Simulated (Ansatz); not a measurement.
**Al₃Ni₂ films: biaxial stress and wafer bow**

Plane-wave DFT in Ansatz, PBEsol, scalar-relativistic PAW potentials, cutoff 420 eV, no spin-orbit coupling; no spin polarisation. Al₃Ni₂ in space group P-3m1, strained equally along a and b of the conventional cell, with c and the atoms relaxed within the symmetry (a film with c along the normal). Stress is the in-plane mean, tension positive.

| strain (%) | stress (GPa) | E − E(0) (meV/atom) |
| --- | --- | --- |
| -3.0 | ? | 26.6 |
| -2.0 | -7.07 | 11.7 |
| -1.0 | -3.43 | 2.9 |
| +0.0 | 0.01 | 0.0 |
| +1.0 | 3.19 | 2.7 |
| +2.0 | 6.12 | 10.7 |
| +3.0 | 8.80 | 23.5 |

Problem. Fit the stress, get the biaxial modulus and predict the missing row.

Solution. A parabola through the given rows is σ = 0.01 + 3.299 ε -0.1221 ε² GPa (ε in %), so M = dσ/dε = 330 GPa at zero. It predicts -10.99 GPa at -3.0 %; the run gave -10.81 GPa. The miss is 0.18 GPa, so the fit holds even one step beyond its range. The negative square term means that the film is stiffer in compression than in tension. The energies check it: E/V = Mε² at small strain, and a cubic fit with V = 13.49 Å³/atom gives M = 330 GPa, in agreement.

Problem. How much does a 50 nm film at +0.5 % strain bow a 300 mm Si(001) wafer 775 μm thick?

Solution. The fit, without its small constant, gives σ = 1.62 GPa. Stoney's formula, κ = 6σt_f/(M_s t_s²) with M_s = 180.5 GPa for Si(001) (literature), gives |κ| = 4.48×10⁻³ m⁻¹ and a bow κr²/2 = 50.4 μm at r = 150 mm, with the film side concave (tension pulls the edges up). This assumes a single-crystal or fully textured, unrelaxed film at 0 K.

The cell has no gap in any row, so the stresses hang on mesh and smearing.

Cost: about 3 core-minutes for the runs cited, on Intel Xeon 6975P-C (Granite Rapids) (shared hosts).

Al₃Ni₂ is stiff in the basal plane, and its response is visibly anharmonic: at each strain magnitude, compression costs more energy than tension. The usual reason is that short-range repulsion steepens as atoms approach, while bonding weakens as they separate. In this vacancy-ordered relative of the CsCl structure, the stiffness probably owes much to Ni d–Al sp hybridisation, though stresses and energies alone cannot isolate that contribution. The run at -3.0 % is less compressive than the parabola predicts, so the stiffening tapers off and a higher-order term is beginning to matter.

Because c is free to relax, 330 GPa is the modulus for a film with a stress-free surface, and it includes the Poisson response along the normal. Trigonal symmetry makes the linear response to equal biaxial strain isotropic in the plane, so a basal-textured film needs no in-plane alignment for this modulus to apply. The bow follows from an assumed strain; the calculation does not say what strain growth and thermal mismatch would leave in a real film.
